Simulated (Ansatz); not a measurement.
Results of PBEsol+SOC in Ansatz (PAW) for zinc-blende AlSb.

Settings: plane-wave cutoff 520 eV, 10×10×10 k mesh, Fermi–Dirac smearing 0.01 eV, PAW data made under PBE.

The cell is scaled about its equilibrium volume:

| V (Å³/atom) | P (GPa) | direct gap at Γ (eV) |
|---|---|---|
| 27.424 | 3.80 | 1.748 |
| 28.008 | 2.39 | 1.581 |
| 28.591 | 1.13 | 1.421 |
| 29.175 | 0.00 | 1.265 |
| 29.758 | -1.02 | 1.116 |
| 30.342 | -1.93 | 0.971 |
| 30.925 | -2.74 | 0.832 |

The fundamental gap (0.93 eV at the equilibrium volume, with added k points) lies elsewhere than Γ–Γ.

Ansatz is a program for electronic structure.
